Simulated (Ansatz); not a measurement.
Ga2O3:

```
Ga O
1.0
     6.10700   -1.51855    0.00000
     6.10700    1.51855    0.00000
    -1.38599    0.00000    5.63001
Ga O
4 6
Direct
  0.34134 0.34134 0.68598
  0.65866 0.65866 0.31402
  0.90950 0.90950 0.20540
  0.09050 0.09050 0.79460
  0.50410 0.50410 0.74340
  0.49590 0.49590 0.25660
  0.82670 0.82670 0.43680
  0.17330 0.17330 0.56320
  0.83550 0.83550 0.89020
  0.16450 0.16450 0.10980
```

Program: Ansatz 0.2.0. Alike in all runs: potentials or basis Ansatz PAW; no spin polarisation; cell as given; k mesh 9 × 9 × 5; smearing fermi-dirac 0.05 eV.

Task: Order these runs on this cell by their pressure, lowest first.
A. level BLYP; cutoff (eV) 420; points for each segment of the path 10
B. level PBEsol; cutoff (eV) 420; points for each segment of the path 10
C. level PBE; cutoff (eV) 600

Result: B (2.5 GPa), C (9.5 GPa), A (14.5 GPa).

Caveats: the PAW data sets come from PBE, with cores solved anew for the run's functional, which leaves a small shift of forces and pressure (some runs).
